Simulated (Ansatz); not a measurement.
# Zn (Fm-3m) in Ansatz: further runs

The runs below take Zn through single point, equation of state, with PBE0.

All numbers are computed with Ansatz 0.2.0; they aren't measurements. Logs are shortened: lines on timing, memory, paths and dates and some standing lists are left out, and cuts for length are marked.

## Step 1: The structure

Symmetry: Fm-3m, No. 225, cubic system. The conventional cell has a = 3.930 Å, b = 3.930 Å, c = 3.930 Å, α = 90.00°, β = 90.00°, γ = 90.00°. Around Zn (site symmetry m-3m) lie 12 Zn at 2.78 Å.

This isn't the form of Zn at room conditions, which is hcp.

## Step 2: Single point, PBE0, 14.26 Å³/atom (volume scaled by 0.94)

Contents of input.yaml:

```yaml
crystal:
  lattice:
    - [0.0, 1.9246672763, 1.9246672763]
    - [1.9246672763, 0.0, 1.9246672763]
    - [1.9246672763, 1.9246672763, 0.0]
  atoms:
    - { symbol: Zn, position: [0.0, 0.0, 0.0] }
hamiltonian:
  xc: pbe0
  pseudopotentials: { kind: paw }
kpoints:
  mp_grid: { grid: [6, 6, 6] }
scf:
  occupations: { method: fermi_dirac, width: 0.05 }
output:
  forces: true
  stress: true
  eigenvalues: true
```

Potentials or basis: Ansatz PAW.

Launch:

```
$ ansatz run input.yaml --threads 2 --pin off --max-ram 5632MiB --backend cpu --events-out ev --progress --plain --runs-dir out
```

Log:

```text
Warning: output.stress: scf.convergence.dr2_threshold = 1e-7 eV (the SCF's general default) is looser than the 1e-10 eV advised for a printed stress (1e-10 eV for each atom of the cell: 1). What an SCF threshold leaves in a stress goes as its square root, and in the free energy as the threshold itself, and one threshold admits the most on a small cell: of the crystals measured, under no hybrid functional and no lock of the moments, on runs that ended without the residual-converged pass, on stresses that held no estimate of that error, the worst erred by over 100 MPa in a component at 1e-7 eV an atom and by under 5 at 1e-10. Set scf.convergence.dr2_threshold to 1e-10 eV or tighter. The threshold is an SCF's pass mark: one that does not reach it within its budget of iterations ends unconverged, or closes short of it on a stop that the run arms, and scf.convergence.dr2_threshold's page says what that costs each kind of run
Warning: output.stress: scf.exx.energy_threshold = 1e-6 eV is looser than the 1e-8 eV advised for a stress under a hybrid functional (1e-8 eV for each atom of the cell: 1). Every SCF of the exchange loop can meet its threshold on dr2 while the loop round them stops early: no threshold on dr2 bounds what that leaves in the stress. Set scf.exx.energy_threshold to 1e-8 eV or tighter. The threshold is the loop's pass mark: a loop that does not reach it within its budget of cycles ends unconverged, and scf.exx.energy_threshold's page has the law
Warning: RAYON_NUM_THREADS=2 ignored (pool sized by the plan → 2); use --threads N
Engine: ansatz 0.2.0, aarch64-unknown-linux-gnu
Pseudopotentials: kind: paw
Pseudopotential: Zn, paw, valence charge 12, recommended cutoff 420 eV (normal), Zn.paw.azcp
Functional definition: PBE0
  parameter a = 0.25
  parameter kappa = 0.804
  parameter beta = 0.06672455060314922
  exchange = (1 - a)*pbe_x(kappa = kappa, mu = beta*pi^2/3) + a*exact_x
  correlation = pbe_c(beta = beta)
Crystal: 1 atoms, lattice volume = 14.259 Å³
Basis set: ecut = 420 eV, 283 PW (Γ), exchange–correlation on 40×40×40 points (8 copies of the dense FFT grid, shifted against one another)
Bands: 10, of which v1, the nominal top of the filled ones, is band 6 counted from 1 (5 counted from 0)
Symmetry: 48 space group operations
Space group: Fm-3m (ITA 225), of the structure as read, at distance tolerance 2.4e-5 Å
k-points: 16 of 216
Non-local potential: Zn, projectors of the file, l = 0: 2, l = 1: 2, l = 2: 3, l = 3: 1
PAW form: soft (Blöchl's): semilocal exchange-correlation on the pseudo side does not see the compensation charge
PAW frozen core: Zn, regenerated for the run's functional, and the local potential with it (the file was generated under x = pbe(κ = 0.804, μ = 0.2195149727645171), c = pbe(β = 0.06672455060314922))
PAW one-centre angular grid: Zn, 590 points (default); XC on 64 Gauss nodes
Initial density: superposition of atomic densities (neutral atoms: chi_scale 0, normalization atom), corrected by the library's trained network
Initial wavefunctions: pseudopotential atomic-orbital guess
Functional: x = pbe(κ = 0.804, μ = 0.2195149727645171), c = pbe(β = 0.06672455060314922), warm-up for x = 0.75 pbe(κ = 0.804, μ = 0.2195149727645171) + 0.25 exact, c = pbe(β = 0.06672455060314922)
SCF iter   1: F=—  HF=-3318.865569 eV  |F-HF|=—  |Δ(HF+E_count)|=         —  Δρ=3.93e-3  dr2=1.01e-3  ethr=1.77e-3  ⟨swp⟩=8.4  Hψ=786  notcnv=0
preconditioner: auto → none  [insulator: Δε(μ)=0.360 eV  Ē_g=17.626 eV  σ=0.050 eV  W_gap=0.67  n_scr=0 (ndim 8)  ℏωp=34.1 eV  f_vac=0.000  D(μ)=1.01/eV (n_scr^D=14)]
SCF iter   2: F=—  HF=-3318.865456 eV  |F-HF|=—  |Δ(HF+E_count)|=   1.13e-4  Δρ=1.69e-3  dr2=3.62e-4  ethr=8.44e-6  ⟨swp⟩=3.6  Hψ=446  notcnv=0
SCF iter   3: F=—  HF=-3318.865337 eV  |F-HF|=—  |Δ(HF+E_count)|=   1.19e-4  Δρ=9.10e-4  dr2=6.89e-5  ethr=3.02e-6  ⟨swp⟩=3.0  Hψ=335  notcnv=0
iter 4 solved again at ethr=2.82e-8 eV; its pass at ethr=5.75e-7 eV (dr2=3.38e-6 eV) is discarded
SCF iter   4: F=—  HF=-3318.865342 eV  |F-HF|=—  |Δ(HF+E_count)|=   4.96e-6  Δρ=2.08e-4  dr2=3.12e-6  ethr=2.82e-8  ⟨swp⟩=2.5  Hψ=529  notcnv=0
SCF iter   5: F=—  HF=-3318.865343 eV  |F-HF|=—  |Δ(HF+E_count)|=   2.11e-7  Δρ=2.03e-5  dr2=2.97e-8  ethr=2.60e-8  ⟨swp⟩=2.1  Hψ=263  notcnv=0
SCF iter   6: F=—  HF=-3318.865343 eV  |F-HF|=—  |Δ(HF+E_count)|=   3.20e-8  Δρ=1.22e-5  dr2=1.06e-8  ethr=2.48e-10  ⟨swp⟩=3.9  Hψ=380  notcnv=0
SCF iter   7: F=—  HF=-3318.865343 eV  |F-HF|=—  |Δ(HF+E_count)|=   1.46e-9  Δρ=6.41e-6  dr2=2.83e-9  ethr=8.81e-11  ⟨swp⟩=2.0  Hψ=259  notcnv=0
SCF iter   8: F=-3318.865343 eV  HF=-3318.865343 eV  |F-HF|=1.07e-10  |Δ(HF+E_count)|=  3.92e-10  Δρ=9.02e-7  dr2=5.12e-11  ethr=2.36e-11  ⟨swp⟩=2.4  Hψ=269  notcnv=0
SCF 1 converged in 8 iterations: F = -3318.865343 eV  dr2 = 5.12e-11
Initial density: handed on by an earlier stage of this run
Initial wavefunctions: those handed on with the density
Functional: x = 0.75 pbe(κ = 0.804, μ = 0.2195149727645171) + 0.25 exact, c = pbe(β = 0.06672455060314922)
Frozen-core exchange: fock
iter 1 solved again at ethr=7.29e-4 eV; its pass at ethr=1.00e-1 eV (dr2=8.74e-2 eV) is discarded
SCF iter   1: F=—  HF=-3318.834474 eV  |F-HF|=—  |Δ(HF+E_count)|=         —  Δρ=3.51e-2  dr2=8.93e-2  ethr=7.29e-4  ⟨swp⟩=2.9  Hψ=661  notcnv=0
preconditioner: auto → none  [insulator: Δε(μ)=1.010 eV  Ē_g=21.633 eV  σ=0.050 eV  W_gap=0.67  n_scr=0 (ndim 8)  ℏωp=34.1 eV  f_vac=0.000  D(μ)=1.00/eV (n_scr^D=14)]
SCF iter   2: F=—  HF=-3318.807340 eV  |F-HF|=—  |Δ(HF+E_count)|=   2.71e-2  Δρ=5.00e-3  dr2=3.22e-3  ethr=7.23e-4  ⟨swp⟩=3.1  Hψ=455  notcnv=0
SCF iter   3: F=—  HF=-3318.801841 eV  |F-HF|=—  |Δ(HF+E_count)|=   5.50e-3  Δρ=4.72e-3  dr2=2.37e-3  ethr=2.17e-5  ⟨swp⟩=4.0  Hψ=492  notcnv=0
SCF iter   4: F=—  HF=-3318.801709 eV  |F-HF|=—  |Δ(HF+E_count)|=   1.32e-4  Δρ=5.82e-4  dr2=1.00e-3  ethr=1.11e-5  ⟨swp⟩=2.0  Hψ=260  notcnv=0
SCF iter   5: F=—  HF=-3318.801714 eV  |F-HF|=—  |Δ(HF+E_count)|=   5.62e-6  Δρ=1.20e-4  dr2=9.81e-4  ethr=1.57e-7  ⟨swp⟩=4.0  Hψ=421  notcnv=0
SCF iter   6: F=-3318.801714 eV  HF=-3318.801714 eV  |F-HF|=2.23e-8  |Δ(HF+E_count)|=   2.68e-7  Δρ=3.48e-5  dr2=9.58e-8  ethr=1.01e-8  ⟨swp⟩=2.5  Hψ=327  notcnv=0  defer=1
SCF 2 converged in 6 iterations: F = -3318.801714 eV  dr2 = 9.58e-8
hybrid outer 1: dexx = +6.063e-3 eV, tail = 5.15e-3 eV
Frozen-core exchange: fock
SCF iter   1: F=—  HF=-3318.808655 eV  |F-HF|=—  |Δ(HF+E_count)|=         —  Δρ=2.94e-3  dr2=5.98e-4  ethr=2.15e-4  ⟨swp⟩=2.3  Hψ=325  notcnv=0
preconditioner: auto → none  [insulator: Δε(μ)=1.084 eV  Ē_g=21.259 eV  σ=0.050 eV  W_gap=0.68  n_scr=0 (ndim 8)  ℏωp=34.1 eV  f_vac=0.000  D(μ)=1.02/eV (n_scr^D=14)]
SCF iter   2: F=—  HF=-3318.808450 eV  |F-HF|=—  |Δ(HF+E_count)|=   2.04e-4  Δρ=2.20e-4  dr2=2.10e-5  ethr=4.76e-6  ⟨swp⟩=3.1  Hψ=366  notcnv=0
SCF iter   3: F=-3318.808450 eV  HF=-3318.808451 eV  |F-HF|=6.02e-8  |Δ(HF+E_count)|=   5.24e-8  Δρ=4.13e-5  dr2=1.81e-5  ethr=2.53e-8  ⟨swp⟩=3.4  Hψ=296  notcnv=0
SCF 3 stopped early in 3 iterations: F = -3318.808450 eV  dr2 = 1.81e-5
hybrid outer 2: dexx = +8.909e-5 eV, tail = 3.74e-5 eV, Δε = 3.84e-2 eV (about 6.83e-3 eV left of the loop's levels)
Frozen-core exchange: fock
SCF iter   1: F=—  HF=-3318.808511 eV  |F-HF|=—  |Δ(HF+E_count)|=         —  Δρ=2.69e-4  dr2=7.57e-6  ethr=1.56e-6  ⟨swp⟩=3.9  Hψ=378  notcnv=0
preconditioner: auto → none  [insulator: Δε(μ)=1.097 eV  Ē_g=21.227 eV  σ=0.050 eV  W_gap=0.68  n_scr=0 (ndim 8)  ℏωp=34.1 eV  f_vac=0.000  D(μ)=1.03/eV (n_scr^D=14)]
SCF iter   2: F=—  HF=-3318.808510 eV  |F-HF|=—  |Δ(HF+E_count)|=   1.27e-6  Δρ=1.15e-5  dr2=3.23e-6  ethr=3.61e-8  ⟨swp⟩=2.9  Hψ=304  notcnv=0
SCF iter   3: F=—  HF=-3318.808510 eV  |F-HF|=—  |Δ(HF+E_count)|=   2.03e-8  Δρ=9.52e-6  dr2=3.22e-6  ethr=7.05e-11  ⟨swp⟩=4.1  Hψ=526  notcnv=0
SCF iter   4: F=—  HF=-3318.808559 eV  |F-HF|=—  |Δ(HF+E_count)|=   4.90e-5  Δρ=4.89e-5  dr2=3.20e-7  ethr=5.38e-11  ⟨swp⟩=4.8  Hψ=530  notcnv=0  defer=1
SCF iter   5: F=—  HF=-3318.808559 eV  |F-HF|=—  |Δ(HF+E_count)|=   3.21e-8  Δρ=4.13e-6  dr2=2.02e-7  ethr=5.38e-11  ⟨swp⟩=4.0  Hψ=443  notcnv=0
SCF iter   6: F=—  HF=-3318.808559 eV  |F-HF|=—  |Δ(HF+E_count)|=   6.95e-7  Δρ=7.64e-6  dr2=4.38e-8  ethr=1.71e-11  ⟨swp⟩=4.1  Hψ=396  notcnv=0  defer=2
SCF iter   7: F=—  HF=-3318.808559 eV  |F-HF|=—  |Δ(HF+E_count)|=  3.88e-10  Δρ=1.54e-6  dr2=4.06e-8  ethr=1.71e-11  ⟨swp⟩=2.1  Hψ=263  notcnv=0  defer=1
Mixer restart at iter 7: flushing history
SCF iter   8: F=-3318.808559 eV  HF=-3318.808559 eV  |F-HF|=4.07e-10  |Δ(HF+E_count)|=   1.24e-7  Δρ=2.42e-6  dr2=9.94e-9  ethr=1.21e-12  ⟨swp⟩=4.1  Hψ=349  notcnv=0  defer=1
SCF 4 converged in 8 iterations: F = -3318.808559 eV  dr2 = 9.94e-9
  Residual-converged pass: ⟨swp⟩=2.8  Hψ=240  notcnv=0  max |occ|·‖R‖ = 2.3e-6 eV (tolerance 2.4e-6 eV)  dr2=9.94e-9  dr2_onsite=1.00e-10  max |Δocc| = 4.3e-14
hybrid outer 3: dexx = +7.751e-6 eV, tail = 3.19e-8 eV, Δε = 1.10e-2 eV (about 3.69e-4 eV left of the loop's levels)
hybrid SCF converged: 3 outer / 17 inner (+8 warm-up), last move |dexx| = 7.75e-6 eV, tail = 3.19e-8 eV
Stability not checked: this state was not tested for a lower state beside it, because the functional holds exact exchange (a hybrid, or Hartree-Fock), whose exchange loop this test does not read (fock_operator; see scf.lower_state_search)
Free energy (F): -3318.808560 eV
Frozen-core exchange: fock
Harris-Foulkes:  -3318.808560 eV  (|F-HF|=4.07e-10)
Internal energy: -3318.800803 eV  (E = F + TS)
E sigma→0 (E₀):  -3318.804681 eV
Entropy (-TS):   -0.007756 eV (-7.756 meV/atom)
Fermi energy:    12.479367 eV
--- Per-component energies (eV) ---
  E_band       = 29.518675
  E_kinetic    = 131.188053
  E_local      = -1498.042419  (includes V_loc(G=0)·N_el)
  E_nonlocal   = 615.074114
  E_hartree    = 633.484028
  E_xc         = -105.642726
  E_vxc        = -40.658640  (∫ρ·V_xc dr)
  E_exx        = -46.407521  (= α·E_x^exact, valence–valence)
  E_paw        = -1814.153844  (= ΣΔE_a)
  E_vpaw       = -352.196118  (= ΣTr[D̂ρ^β])
  E_aug_tail   = -0.000369  (compensation charges beyond the density's cutoff)
  E_ewald      = -1234.880446
  E_core_change = 0.580327  (= ΣΔE_core)
  E_smearing   = -0.007756  (= −TS)
  E_closure    = 0.000000  (closes the sum)
  Σ components = -3318.808560   (vs F -3318.808560, Δ=0.00e0)
--- Forces (eV/Å), atoms counted from 1 ---
  atom   1  Zn    -0.00000000     0.00000000     0.00000000
  max |Σ_I F_I| component: 3.49e-32 eV/Å
--- Stress (GPa, compression-positive) ---
        4.289443      -0.000000      -0.000000
        0.000000       4.289443       0.000000
        0.000000       0.000000       4.289443
  P = ⅓ Tr σ = 4.2894 GPa (42.894 kbar)
--- Band table (eV; the first three rows and the last of 16) ---
  k-point 0: bands = ["-0.7244", "1.4229", "1.4229", "1.4229", "1.8423", "1.8423", "32.1764", "32.7308", "32.7308", "32.7308"]
  k-point 1: bands = ["0.1869", "1.4267", "1.5022", "1.5022", "1.8397", "1.8397", "24.8285", "31.0161", "31.0161", "32.0329"]
  k-point 2: bands = ["0.7887", "1.4707", "1.4707", "2.0385", "2.0385", "3.6895", "16.8161", "29.7990", "29.7990", "31.2000"]
  k-point 15: bands = ["0.9375", "1.0118", "1.7506", "1.9750", "2.2895", "12.6505", "15.4191", "17.1778", "18.3272", "31.7082"]
```

Run time: 5.9 s. Hardware: 2 threads of Arm Neoverse V2, shared host; peak memory 0.51 GiB.

Results:

* Free energy: -3318.8086 eV
* Pressure: 4.3 GPa
* Band gap on the k mesh: none (metal or under the smearing width)

Caveat: the k mesh is coarse (spacing up to 0.47 Å⁻¹), so the values aren't converged, least of all with exact exchange; the PAW data sets come from PBE, with cores solved anew for the run's functional, which leaves a small shift of forces and pressure; the thresholds are loose for stress.

## Step 3: Single point, PBE0, 14.56 Å³/atom (volume scaled by 0.96)

Edit input.yaml of step 2 so:

```diff
@@ -2,5 +2,5 @@
   lattice:
-    - [0.0, 1.9246672763, 1.9246672763]
-    - [1.9246672763, 0.0, 1.9246672763]
-    - [1.9246672763, 1.9246672763, 0.0]
+    - [0.0, 1.9382217178, 1.9382217178]
+    - [1.9382217178, 0.0, 1.9382217178]
+    - [1.9382217178, 1.9382217178, 0.0]
   atoms:
```

Potentials or basis: Ansatz PAW.

Launch:

```
$ ansatz run input.yaml --threads 2 --pin off --max-ram 5632MiB --backend cpu --events-out ev --progress --plain --runs-dir out
```

Run time: 5.3 s. Hardware: 2 threads of Arm Neoverse V2, shared host; peak memory 0.51 GiB.

Results (log left out):

- Free energy: -3318.8149 eV
- Pressure: 2.4 GPa
- Band gap on the k mesh: none (metal or under the smearing width)

Caveat: the k mesh is coarse (spacing up to 0.47 Å⁻¹), so the values aren't converged, least of all with exact exchange; the PAW data sets come from PBE, with cores solved anew for the run's functional, which leaves a small shift of forces and pressure; the thresholds are loose for stress.

## Step 4: Single point, PBE0, 14.87 Å³/atom (volume scaled by 0.98)

Contents of input.yaml:

```yaml
crystal:
  lattice:
    - [0.0, 1.9515891866, 1.9515891866]
    - [1.9515891866, 0.0, 1.9515891866]
    - [1.9515891866, 1.9515891866, 0.0]
  atoms:
    - { symbol: Zn, position: [0.0, 0.0, 0.0] }
hamiltonian:
  xc: pbe0
  pseudopotentials: { kind: paw }
kpoints:
  mp_grid: { grid: [6, 6, 6] }
scf:
  occupations: { method: fermi_dirac, width: 0.05 }
output:
  forces: true
  stress: true
  eigenvalues: true
  write_density: true
  write_potential: true
  elf: true
  volumetric_format: npy
```

Launch:

```
$ ansatz run input.yaml --threads 2 --pin off --max-ram 5632MiB --backend cpu --events-out ev --progress --plain --runs-dir out
```

Wall time 5.8 s (2 threads of Arm Neoverse V2, shared host); peak memory 0.51 GiB.

Results (log left out):

| Quantity | Value |
| --- | --- |
| Free energy | -3318.8177 eV |
| Pressure | 0.6 GPa |
| Band gap on the k mesh | none (metal or under the smearing width) |

Caveat: the k mesh is coarse (spacing up to 0.46 Å⁻¹), so the values aren't converged, least of all with exact exchange; the PAW data sets come from PBE, with cores solved anew for the run's functional, which leaves a small shift of forces and pressure; the thresholds are loose for stress.

## Step 5: Single point, PBE0, 15.17 Å³/atom

Edit input.yaml of step 4 so:

```diff
@@ -2,5 +2,5 @@
   lattice:
-    - [0.0, 1.9515891866, 1.9515891866]
-    - [1.9515891866, 0.0, 1.9515891866]
-    - [1.9515891866, 1.9515891866, 0.0]
+    - [0.0, 1.964776, 1.964776]
+    - [1.964776, 0.0, 1.964776]
+    - [1.964776, 1.964776, 0.0]
   atoms:
```

Launch:

```
$ ansatz run input.yaml --threads 2 --pin off --max-ram 5632MiB --backend cpu --events-out ev --progress --plain --runs-dir out
```

It took 5.8 s on 2 threads of Arm Neoverse V2, shared host; peak memory 0.51 GiB.

The run converged. Its results:

- Free energy: -3318.8174 eV
- Pressure: -0.9 GPa
- Band gap on the k mesh: none (metal or under the smearing width)

Caveat: the k mesh is coarse (spacing up to 0.46 Å⁻¹), so the values aren't converged, least of all with exact exchange; the PAW data sets come from PBE, with cores solved anew for the run's functional, which leaves a small shift of forces and pressure; the thresholds are loose for stress.

## Step 6: Single point, PBE0, 15.47 Å³/atom (volume scaled by 1.02)

Contents of input.yaml:

```yaml
crystal:
  lattice:
    - [0.0, 1.9777881408, 1.9777881408]
    - [1.9777881408, 0.0, 1.9777881408]
    - [1.9777881408, 1.9777881408, 0.0]
  atoms:
    - { symbol: Zn, position: [0.0, 0.0, 0.0] }
hamiltonian:
  xc: pbe0
  pseudopotentials: { kind: paw }
kpoints:
  mp_grid: { grid: [6, 6, 6] }
scf:
  occupations: { method: fermi_dirac, width: 0.05 }
output:
  forces: true
  stress: true
  eigenvalues: true
```

Potentials or basis: Ansatz PAW.

Launch:

```
$ ansatz run input.yaml --threads 2 --pin off --max-ram 5632MiB --backend cpu --events-out ev --progress --plain --runs-dir out
```

It took 5.9 s on 2 threads of Arm Neoverse V2, shared host; peak memory 0.51 GiB.

It converged, with:

- Free energy: -3318.8143 eV
- Pressure: -2.3 GPa
- Band gap on the k mesh: none (metal or under the smearing width)

Caveat: the k mesh is coarse (spacing up to 0.46 Å⁻¹), so the values aren't converged, least of all with exact exchange; the PAW data sets come from PBE, with cores solved anew for the run's functional, which leaves a small shift of forces and pressure; the thresholds are loose for stress.

## Step 7: Single point, PBE0, 15.78 Å³/atom (volume scaled by 1.04)

Edit input.yaml of step 6 so:

```diff
@@ -2,5 +2,5 @@
   lattice:
-    - [0.0, 1.9777881408, 1.9777881408]
-    - [1.9777881408, 0.0, 1.9777881408]
-    - [1.9777881408, 1.9777881408, 0.0]
+    - [0.0, 1.9906312808, 1.9906312808]
+    - [1.9906312808, 0.0, 1.9906312808]
+    - [1.9906312808, 1.9906312808, 0.0]
   atoms:
```

Launch:

```
$ ansatz run input.yaml --threads 2 --pin off --max-ram 5632MiB --backend cpu --events-out ev --progress --plain --runs-dir out
```

Wall time 6.4 s (2 threads of Arm Neoverse V2, shared host); peak memory 0.52 GiB.

Results (log left out):

```
Free energy            : -3318.8087 eV
Pressure               : -3.6 GPa
Band gap on the k mesh : none (metal or under the smearing width)
```

Caveat: the k mesh is coarse (spacing up to 0.46 Å⁻¹), so the values aren't converged, least of all with exact exchange; the PAW data sets come from PBE, with cores solved anew for the run's functional, which leaves a small shift of forces and pressure; the thresholds are loose for stress.

## Step 8: Single point, PBE0, 16.08 Å³/atom (volume scaled by 1.06)

Contents of input.yaml:

```yaml
crystal:
  lattice:
    - [0.0, 2.0033108028, 2.0033108028]
    - [2.0033108028, 0.0, 2.0033108028]
    - [2.0033108028, 2.0033108028, 0.0]
  atoms:
    - { symbol: Zn, position: [0.0, 0.0, 0.0] }
hamiltonian:
  xc: pbe0
  pseudopotentials: { kind: paw }
kpoints:
  mp_grid: { grid: [6, 6, 6] }
scf:
  occupations: { method: fermi_dirac, width: 0.05 }
output:
  forces: true
  stress: true
  eigenvalues: true
  write_density: true
  write_potential: true
  elf: true
  volumetric_format: npy
```

Launch:

```
$ ansatz run input.yaml --threads 2 --pin off --max-ram 5632MiB --backend cpu --events-out ev --progress --plain --runs-dir out
```

Wall time 6.5 s (2 threads of Arm Neoverse V2, shared host); peak memory 0.52 GiB.

Results (log left out):

```
Free energy            : -3318.8009 eV
Pressure               : -4.7 GPa
Band gap on the k mesh : none (metal or under the smearing width)
```

Caveat: the k mesh is coarse (spacing up to 0.45 Å⁻¹), so the values aren't converged, least of all with exact exchange; the PAW data sets come from PBE, with cores solved anew for the run's functional, which leaves a small shift of forces and pressure; the thresholds are loose for stress.

## Step 9: Equation of state, PBE0

Potentials or basis: Ansatz PAW.

This step only gathers the single runs of the series.

Results:

- Equilibrium volume: 14.98 Å³/atom
- Bulk modulus: 78 GPa
- Pressure derivative of the bulk modulus: 4.8

Energy against volume, from the lowest point:
| volume (Å³/atom) | energy (meV/atom) |
| --- | --- |
| 14.259 | 9.15 |
| 14.563 | 2.82 |
| 14.866 | 0.00 |
| 15.169 | 0.33 |
| 15.473 | 3.38 |
| 15.776 | 9.01 |
| 16.080 | 16.76 |

Caveat: the k mesh is coarse (spacing up to 0.46 Å⁻¹), so the values aren't converged, least of all with exact exchange; the PAW data sets were made with another functional, which shifts forces and pressure a little.
